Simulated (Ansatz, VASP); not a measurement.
# Mg2ZnO3: VASP beside Ansatz

```
Mg Zn O
1.0
     3.03300    0.00000    0.00000
    -1.51650    2.62665    0.00000
     0.00000    0.00000    7.40332
Mg Zn O
2 1 3
Direct
  0.33333 0.66667 0.66580
  0.66667 0.33333 0.33420
  0.00000 0.00000 0.00000
  0.33333 0.66667 0.17262
  0.66667 0.33333 0.82738
  0.00000 0.00000 0.50000
```

The cell comes from a database or a generator and needn't be the stable form of this composition.

Alike in both runs: task single point; functional PBEsol; k mesh 10 × 10 × 4; no spin polarisation.

|  | VASP | Ansatz |
| --- | --- | --- |
| version | VASP 6.6.1 | Ansatz 0.2.0 |
| potentials or method | VASP PAW PBE potentials, release 64 (Mg, Zn, O) | plane waves, PAW |
| plane-wave cutoff (eV) | 520 | 420 |
| occupations | gaussian, width 0.01 eV | fixed |
| valence electrons in the cell | 34 | 50 |

|  | VASP | Ansatz | Ansatz less VASP |
| --- | --- | --- | --- |
| gap on the k mesh at the Fermi level (eV) | 2.79 | 2.80 | +0.016 |

The two sets of potentials don't hold the same shells in valence.

 A k mesh can miss the band edges.
